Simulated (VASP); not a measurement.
# Zr (I4/mmm) in VASP: notebook

One crystal, Zr, is run at these levels: PBEsol; tasks: single point.

Everything below comes from runs of VASP 6.6.1. Logs are shortened: lines on timing, memory, paths and dates and some standing lists are left out, and cuts for length are marked.

**1. The cell of the first run**

Symmetry: I4/mmm, No. 139, tetragonal system. The conventional cell has a = 3.444 Å, b = 3.444 Å, c = 4.510 Å, α = 90.00°, β = 90.00°, γ = 90.00°. Zr (site symmetry 4/mmm) is surrounded by 12 Zr at 3.32 to 3.44 Å.

This isn't the form of Zr at room conditions, which is hcp.

**2. Single point, PBEsol (strain +0.080 along x and y, +0.000 along z, atoms carried along)**

The input, INCAR:

```
PREC = Accurate
ENCUT = 520
EDIFF = 1E-6
ISMEAR = 0
SIGMA = 0.15
LREAL = False
LASPH = True
NELM = 100
ALGO = Fast
ISIF = 2
LWAVE = False
LCHARG = False
GGA = PS
NBANDS = 12
```

The input, KPOINTS:

```
Automatic mesh
0
Gamma
  18 18 18
```

The input, POSCAR:

```
Zr
1.0
    0.0000000000      2.4354000000      2.2550000000
    2.4354000000      0.0000000000      2.2550000000
    2.4354000000      2.4354000000      0.0000000000
Zr
1
Direct
    0.0000000000      0.0000000000      0.0000000000
```

Potentials or basis: VASP PAW PBE potentials, release 64 (Zr_sv).

The run is started by

```bash
$ cat potpaw_PBE.64/Zr_sv/POTCAR > POTCAR
$ mpirun -np 1 vasp_std > vasp.out
```

OUTCAR:

```text
PREC = Accurate
   ENCUT = 520
   EDIFF = 1E-6
   ISMEAR = 0
   LREAL = False
   LASPH = True
   NELM = 100
   ISIF = 2
   GGA = PS

 ion  position               nearest neighbor table
   1  0.000  0.000  0.000-

  LATTYP: Found a body centered tetragonal cell.
 ALAT       =     3.4441757098
 C/A-ratio  =     1.3094570022

  Lattice vectors:

 A1 = (   0.0000000000,  -2.4354000000,  -2.2550000000)
 A2 = (   0.0000000000,   2.4354000000,  -2.2550000000)
 A3 = (   2.4354000000,   0.0000000000,   2.2550000000)

Analysis of symmetry for initial positions (statically):
=====================================================================
 Subroutine PRICEL returns:
 Original cell was already a primitive cell.

 Routine SETGRP: Setting up the symmetry group for a
 body centered tetragonal supercell.

 Subroutine GETGRP returns: Found 16 space group operations
 (whereof 16 operations were pure point group operations)
 out of a pool of 16 trial point group operations.

The static configuration has the point symmetry D_4h.

Analysis of symmetry for dynamics (positions and initial velocities):
=====================================================================
 Subroutine PRICEL returns:
 Original cell was already a primitive cell.

 Routine SETGRP: Setting up the symmetry group for a
 body centered tetragonal supercell.

 Subroutine GETGRP returns: Found 16 space group operations
 (whereof 16 operations were pure point group operations)
 out of a pool of 16 trial point group operations.

The dynamic configuration has the point symmetry D_4h.

 Subroutine INISYM returns: Found 16 space group operations
 (whereof 16 operations are pure point group operations),
 and found     1 'primitive' translations

----------------------------------------------------------------------------------------

                                     Primitive cell

  volume of cell :      26.7496

  direct lattice vectors                    reciprocal lattice vectors
     0.000000000  2.435400000  2.255000000    -0.205305083  0.205305083  0.221729490
     2.435400000  0.000000000  2.255000000     0.205305083 -0.205305083  0.221729490
     2.435400000  2.435400000  0.000000000     0.205305083  0.205305083 -0.221729490

  length of vectors
     3.319065857  3.319065857  3.444175710     0.365327690  0.365327690  0.365327690

  position of ions in fractional coordinates (direct lattice)
     0.000000000  0.000000000  0.000000000

  ion indices of the primitive-cell ions
   primitive index   ion index
                 1           1

----------------------------------------------------------------------------------------

 KPOINTS: Automatic mesh

Automatic generation of k-mesh.
 Grid dimensions read from file:
 generate k-points for:   18   18   18

 Generating k-lattice:

  Cartesian coordinates                     Fractional coordinates (reciprocal lattice)
    -0.011405838  0.011405838  0.012318305     0.055555556  0.000000000  0.000000000
     0.011405838 -0.011405838  0.012318305     0.000000000  0.055555556  0.000000000
     0.011405838  0.011405838 -0.012318305     0.000000000  0.000000000  0.055555556

  Length of vectors
     0.020295983  0.020295983  0.020295983

  Shift w.r.t. Gamma in fractional coordinates (k-lattice)
     0.000000000  0.000000000  0.000000000

 Subroutine IBZKPT returns following result:
 ===========================================

 Found    480 irreducible k-points:

 Following reciprocal coordinates:
            Coordinates               Weight
  0.000000  0.000000  0.000000      1.000000
  0.055556  0.000000  0.000000      8.000000
  0.111111  0.000000  0.000000      8.000000
  0.166667  0.000000  0.000000      8.000000
  0.222222  0.000000  0.000000      8.000000
  0.277778  0.000000  0.000000      8.000000
[... 16 lines left out ...]
 -0.277778  0.055556  0.000000      8.000000
 -0.222222  0.055556  0.000000      8.000000
 [... further k-points ...]
   k-points           NKPTS =    480   k-points in BZ     NKDIM =    480   number of bands    NBANDS=     12
   number of dos      NEDOS =    301   number of ions     NIONS =      1
   total plane-waves  NPLWV =  21952
   dimension x,y,z NGX =    28 NGY =   28 NGZ =   28
   dimension x,y,z NGXF=    56 NGYF=   56 NGZF=   56
   ions per type =               1
   NGX,Y,Z   is equivalent  to a cutoff of  14.02, 14.02, 13.52 a.u.
   NGXF,Y,Z  is equivalent  to a cutoff of  28.05, 28.05, 27.03 a.u.
 SYSTEM =  unknown system
   PREC   = accura    normal or accurate (medium, high low for compatibility)
   ISTART =      0    job   : 0-new  1-cont  2-samecut
   ICHARG =      2    charge: 1-file 2-atom 10-const
   ISPIN  =      1    spin polarized calculation?
   LNONCOLLINEAR =      F non collinear calculations
   LSORBIT =      F    spin-orbit coupling
   LASPH  =      T    aspherical Exc in radial PAW
   ENCUT  =  520.0 eV  38.22 Ry    6.18 a.u.   6.17  6.17  6.40*2*pi/ulx,y,z
   NELM   =    100;   NELMIN=  2; NELMDL= -5     # of ELM steps
   EDIFF  = 0.1E-05   stopping-criterion for ELM
   LREAL  =      F    real-space projection
   EDIFFG = 0.1E-04   stopping-criterion for IOM
   NSW    =      0    number of steps for IOM
   IBRION =     -1    ionic relax: 0-MD 1-quasi-New 2-CG
   NFREE  =      0    steps in history (QN), initial steepest desc. (CG)
   ISIF   =      2    stress and relaxation
   ISYM   =      2    0-nonsym 1-usesym 2-fastsym
   POTIM  = 0.5000    time-step for ionic-motion
   TEBEG  =    0.0;   TEEND  =   0.0 temperature during run
   PSTRESS=    0.0 pullay stress
   NELECT =      12.0000    total number of electrons
   NUPDOWN=      -1.0000    fix difference up-down
   EMIN   =  10.00;   EMAX   =-10.00  energy-range for DOS
   EFERMI =   0.00;   METHOD = LEGACY
   ISMEAR =     0;   SIGMA  =   0.15  broadening in eV -4-tet -1-fermi 0-gaus
   EFERMI_NEDOS =   21; number of points for ismear=-14 and -15
   IALGO  =     68    algorithm
   IMIX   =      4    mixing-type and parameters
     AMIX     =   0.40;   BMIX     =  1.00
     AMIX_MAG =   1.60;   BMIX_MAG =  1.00
  volume/ion in A,a.u.               =      26.75       180.52
  Fermi-wavevector in a.u.,A,eV,Ry     =   1.253226  2.368254 21.368989  1.570576
  Thomas-Fermi vector in A             =   2.387089
   LORBIT       =      0    0 simple, 1 ext, 2 COOP (PROOUT), +10 PAW based schemes
   GGA     = PS    functional components
   LHFCALC =     F    Hartree Fock is set to
   AEXX    =    0.0000 exact exchange contribution
   IVDW    =     0    specifies the selected vdW correction
   LEPSILON=     F    determine dielectric tensor
   LRPA    =     F    only Hartree local field effects (RPA)
 non-spin polarized calculation
 RMM-DIIS sequential band-by-band and
 Gauss-broadening in eV      SIGMA  =   0.15
  energy-cutoff  :      520.00
  volume of cell :       26.75
 maximum number of plane-waves:       748
 NGX is ok and might be reduce to    28
   NGX = 13   NGY = 13   NGZ = 13

 number of electron      12.0000000 magnetization

 Free energy of the ion-electron system (eV)
  ---------------------------------------------------
  ext. energy  EPLUGINS =         0.00000000
  ---------------------------------------------------
  free energy    TOTEN  =        -8.84163716 eV

  energy without entropy =       -8.81886802  energy(sigma->0) =       -8.83025259

 E-fermi :   7.2791     XC(G=0): -10.5838

 val. band max:        7.2758982609   @ k =  -0.4444   0.1111   0.3333
 cond. band min:       7.2847412842   @ k =   0.2778   0.0556   0.0000
 fundamental gap:      0.0088430233
 Fermi energy:         7.2791059693

 k-point     1 :       0.0000    0.0000    0.0000
  band No.  band energies     occupation
      1     -41.6131      2.00000
      2     -19.3022      2.00000
      3     -19.3022      2.00000
      4     -19.2942      2.00000
      5       2.0192      2.00000
      6       8.0298      0.00000
      7       8.0298      0.00000
      8       8.6800      0.00000
      9       9.7467      0.00000
     10      10.5872      0.00000
     11      17.5973      0.00000
     12      20.6193      0.00000

 k-point     2 :       0.0556    0.0000    0.0000
  band No.  band energies     occupation
      1     -41.6108      2.00000
      2     -19.3192      2.00000
      3     -19.3057      2.00000
      4     -19.2981      2.00000
      5       2.1052      2.00000
      6       8.0004      0.00000
      7       8.0677      0.00000
      8       8.6714      0.00000
      9       9.7232      0.00000
     10      10.5407      0.00000
     11      17.7754      0.00000
     12      20.4597      0.00000

 k-point     3 :       0.1111    0.0000    0.0000
  band No.  band energies     occupation
      1     -41.6040      2.00000
      2     -19.3742      2.00000
      3     -19.3158      2.00000
      4     -19.3029      2.00000
      5       2.3560      2.00000
      6       7.8805      0.00000
      7       8.1596      0.00000
      8       8.6932      0.00000
      9       9.6842      0.00000
     10      10.4264      0.00000
     11      18.2532      0.00000
     12      19.8594      0.00000

 k-point     4 :       0.1667    0.0000    0.0000
  band No.  band energies     occupation
      1     -41.5936      2.00000
      2     -19.4582      2.00000
      3     -19.3311      2.00000
      4     -19.3096      2.00000
      5       2.7491      2.00000
      6       7.6678      0.00025
      7       8.2356      0.00000
      8       8.7746      0.00000
      9       9.7221      0.00000
     10      10.3141      0.00000
     11      18.6700      0.00000
     12      19.2808      0.00000

 k-point     5 :       0.2222    0.0000    0.0000
  band No.  band energies     occupation
      1     -41.5808      2.00000
      2     -19.5598      2.00000
      3     -19.3498      2.00000
      4     -19.3176      2.00000
      5       3.2420      2.00000
      6       7.4432      0.12186
      7       8.2153      0.00000
      8       8.8401      0.00000
      9       9.9388      0.00000
     10      10.3064      0.00000
     11      18.0541      0.00000
     12      19.6106      0.00000
[... 228 lines left out ...]
      1     -41.5404      2.00000
      2     -19.8536      2.00000
      3     -19.4055      2.00000
      4     -19.3621      2.00000
      5       4.6327      2.00000
      6       7.5519      0.01012
      7       7.8581      0.00000
      8       8.4961      0.00000
      9      11.2704      0.00000
     10      11.4793      0.00000
     11      15.8535      0.00000
     12      17.8075      0.00000

 k-point    22 :      -0.3333    0.0556    0.0000
  band No.  band energies     occupation
      1     -41.5501      2.00000
      2     -19.7814      2.00000
      3     -19.3894      2.00000
      4     -19.3587      2.00000
      5       4.3818      2.00000
      6       7.3403      0.56389
      7       7.9796      0.00000
      8       8.5491      0.00000
      9      10.7254      0.00000
     10      11.2140      0.00000
     11      16.5872      0.00000
     12      18.4557      0.00000

 k-point    23 :      -0.2778    0.0556    0.0000
  band No.  band energies     occupation
      1     -41.5624      2.00000
      2     -19.6884      2.00000
      3     -19.3702      2.00000
      4     -19.3524      2.00000
      5       3.9654      2.00000
      6       7.2670      1.09105
      7       8.1345      0.00000
      8       8.6518      0.00000
      9      10.1809      0.00000
     10      10.9021      0.00000
     11      17.3462      0.00000
     12      19.2793      0.00000

 k-point    24 :      -0.2222    0.0556    0.0000
  band No.  band energies     occupation
      1     -41.5758      2.00000
      2     -19.5851      2.00000
      3     -19.3501      2.00000
      4     -19.3438      2.00000
      5       3.4525      2.00000
      6       7.3519      0.49269
      7       8.2787      0.00000
      8       8.7609      0.00000
      9       9.7353      0.00000
     10      10.6357      0.00000
     11      18.0962      0.00000
     12      19.7301      0.00000

 [... further k-points ...]

------------------------ aborting loop because EDIFF is reached ----------------------------------------

  FORCE on cell =-STRESS in cart. coord.  units (eV):
  Direction    XX          YY          ZZ          XY          YZ          ZX
  --------------------------------------------------------------------------------------
  -------------------------------------------------------------------------------------
  Total       -2.2876480     -2.2876480     -1.9363584      0.0000000     -0.0000000      0.0000000
  in kB     -137.0195839   -137.0195839   -115.9789520      0.0000000     -0.0000000      0.0000000
  external PRESSURE =    -130.0060399 kB  Pullay stress =       0.0000000 kB

 VOLUME and BASIS-vectors are now :
 -----------------------------------------------------------------------------
  energy-cutoff  :      520.00
  volume of cell :       26.75
      direct lattice vectors                 reciprocal lattice vectors
     0.000000000  2.435400000  2.255000000    -0.205305083  0.205305083  0.221729490
     2.435400000  0.000000000  2.255000000     0.205305083 -0.205305083  0.221729490
     2.435400000  2.435400000  0.000000000     0.205305083  0.205305083 -0.221729490

 POSITION                                       TOTAL-FORCE (eV/Angst)
 -----------------------------------------------------------------------------------
      0.00000      0.00000      0.00000         0.000000      0.000000      0.000000
 -----------------------------------------------------------------------------------
    total drift:                                0.000000     -0.000000     -0.000000

  FREE ENERGIE OF THE ION-ELECTRON SYSTEM (eV)
  ---------------------------------------------------
  free  energy   TOTEN  =        -8.8416371611 eV

  energy  without entropy=       -8.8188680159  energy(sigma->0) =       -8.83025259
```

It took 4.1 min on 1 thread of Intel Xeon Platinum 8259CL at 2.50GHz (Skylake/Cascade Lake), shared host; peak memory 0.27 GiB.

What came out:

* Free energy: -8.8416 eV
* Pressure: -13.0 GPa
* Band gap on the k mesh: none (metal or under the smearing width)

Caveat: the PAW data sets were made with another functional, which shifts forces and pressure a little.

**3. Single point, PBEsol (strain -0.080 along x and y, +0.080 along z, atoms carried along)**

The input, INCAR:

```
SYSTEM = Zr
  PREC = Accurate
  ENCUT = 520
  EDIFF = 1E-6
  ISMEAR = 0
  SIGMA = 0.15
  LREAL = .FALSE.
  LASPH = .TRUE.
  NELM = 100
  ALGO = Fast
  ISIF = 2
  LWAVE = .FALSE.
  LCHARG = .FALSE.
  GGA = PS
  NBANDS = 12
```

The input, KPOINTS:

```
regular mesh
0
G
  18 18 18
  0 0 0
```

The input, POSCAR:

```
Zr
1.0
    0.0000000000      2.0746000000      2.4354000000
    2.0746000000      0.0000000000      2.4354000000
    2.0746000000      2.0746000000      0.0000000000
Zr
1
Direct
    0.0000000000      0.0000000000      0.0000000000
```

Potentials or basis: VASP PAW PBE potentials, release 64 (Zr_sv).

The run is started by

```bash
$ cat potpaw_PBE.64/Zr_sv/POTCAR > POTCAR
$ mpirun -np 1 vasp_std > vasp.out
```

Run time: 1.8 min. Hardware: 1 thread of Intel Xeon Platinum 8259CL at 2.50GHz (Skylake/Cascade Lake), shared host; peak memory 0.23 GiB.

Results (log left out):

```
Free energy            : -9.0036 eV
Pressure               : 5.6 GPa
Band gap on the k mesh : none (metal or under the smearing width)
```

Stress tensor (GPa, compression positive):
```
6.82 0.00 0.00
0.00 6.82 0.00
0.00 0.00 3.19
```

Levels at points of the mesh, in eV from the Fermi level:
```
           k point  band 2  band 3  band 4  band 5  band 6  band 7  band 8  band 9  band 10  band 11
(0.00, 0.00, 0.00)  -25.75  -25.64  -25.64   -5.59   -0.06    1.93    1.93    2.22     5.16    11.18
(0.50, 0.00, 0.00)  -27.09  -26.00  -25.67   -3.11    0.04    1.73    1.92    5.52     6.26    10.48
(0.50, 0.50, 0.00)  -26.89  -25.91  -25.91   -3.25   -2.24    2.14    6.24    6.43     6.43    12.05
(0.50, 0.00, 0.50)  -26.98  -26.50  -26.05   -3.35   -2.39    4.68    5.28    5.44     7.64     9.15
```

Caveat: the PAW data sets were made with another functional, which shifts forces and pressure a little.

**4. Single point, PBEsol (strain -0.040 along x and y, +0.080 along z, atoms carried along)**

The input, INCAR:

```
  ALGO = Fast
  EDIFF = 1E-6
  ENCUT = 520
  GGA = PS
  ISIF = 2
  ISMEAR = 0
  LASPH = T
  LCHARG = T
  LELF = T
  LREAL = F
  LVHAR = T
  LWAVE = F
  NBANDS = 12
  NELM = 100
  PREC = Accurate
  SIGMA = 0.15
```

The input, KPOINTS:

```
k-points
0
Gamma
  18 18 18
```

The input, POSCAR:

```
Zr
1.0
    0.0000000000      2.1648000000      2.4354000000
    2.1648000000      0.0000000000      2.4354000000
    2.1648000000      2.1648000000      0.0000000000
Zr
1
Direct
    0.0000000000      0.0000000000      0.0000000000
```

Potentials or basis: VASP PAW PBE potentials, release 64 (Zr_sv).

The run is started by

```bash
$ cat potpaw_PBE.64/Zr_sv/POTCAR > POTCAR
$ mpirun -np 1 vasp_std > vasp.out
```

OUTCAR:

```text
EDIFF = 1E-6
   ENCUT = 520
   GGA = PS
   ISIF = 2
   ISMEAR = 0
   LASPH = T
   LREAL = F
   NELM = 100
   PREC = Accurate

 ion  position               nearest neighbor table
   1  0.000  0.000  0.000-

  LATTYP: Found a body centered tetragonal cell.
 ALAT       =     3.0614895198
 C/A-ratio  =     1.5909902577

  Lattice vectors:

 A1 = (  -2.1648000000,   0.0000000000,   2.4354000000)
 A2 = (   2.1648000000,   0.0000000000,   2.4354000000)
 A3 = (   0.0000000000,   2.1648000000,  -2.4354000000)

[... 540 lines left out ...]

 [... further k-points ...]

------------------------ aborting loop because EDIFF is reached ----------------------------------------

  FORCE on cell =-STRESS in cart. coord.  units (eV):
  Direction    XX          YY          ZZ          XY          YZ          ZX
  --------------------------------------------------------------------------------------
  -------------------------------------------------------------------------------------
  Total       -0.2013628     -0.2013628     -0.6764965      0.0000000     -0.0000000     -0.0000000
  in kB      -14.1336382    -14.1336382    -47.4832340      0.0000000     -0.0000000     -0.0000000
  external PRESSURE =     -25.2501701 kB  Pullay stress =       0.0000000 kB

 VOLUME and BASIS-vectors are now :
 -----------------------------------------------------------------------------
  energy-cutoff  :      520.00
  volume of cell :       22.83
      direct lattice vectors                 reciprocal lattice vectors
     0.000000000  2.164800000  2.435400000    -0.230968219  0.230968219  0.205305083
     2.164800000  0.000000000  2.435400000     0.230968219 -0.230968219  0.205305083
     2.164800000  2.164800000  0.000000000     0.230968219  0.230968219 -0.205305083

 POSITION                                       TOTAL-FORCE (eV/Angst)
 -----------------------------------------------------------------------------------
      0.00000      0.00000      0.00000        -0.000000     -0.000000      0.000000
 -----------------------------------------------------------------------------------
    total drift:                                0.000000     -0.000000     -0.000000

  FREE ENERGIE OF THE ION-ELECTRON SYSTEM (eV)
  ---------------------------------------------------
  free  energy   TOTEN  =        -9.0332799750 eV

  energy  without entropy=       -9.0130395118  energy(sigma->0) =       -9.02315974
```

It took 2.1 min on 1 thread of Intel Xeon Platinum 8259CL at 2.50GHz (Skylake/Cascade Lake), shared host; peak memory 0.24 GiB.

What came out:

```yaml
Free_energy: -9.0333 eV
Pressure: -2.5 GPa
Band_gap_on_the_k_mesh: none (metal or under the smearing width)
```

Stress tensor (GPa, compression positive):
```
-1.41  0.00  0.00
 0.00 -1.41  0.00
 0.00  0.00 -4.75
```

Caveat: the PAW data sets were made with another functional, which shifts forces and pressure a little.

**5. Summary**

| cell | gap on the mesh (eV) | pressure (GPa) |
| --- | --- | --- |
| strain +0.080 along x and y, +0.000 along z, atoms carried along | none | -13.0 |
| strain -0.080 along x and y, +0.080 along z, atoms carried along | none | 5.6 |
| strain -0.040 along x and y, +0.080 along z, atoms carried along | none | -2.5 |

Alike in all rows: task single point; level PBEsol; potentials or basis VASP PAW PBE potentials, release 64 (Zr_sv); no spin polarisation; k mesh 18 × 18 × 18; cutoff (eV) 520; smearing gaussian 0.15 eV.

Caveats: the PAW data sets were made with another functional, which shifts forces and pressure a little.

Total energies depend on the potentials used, so only differences within one code and one set of settings carry meaning.
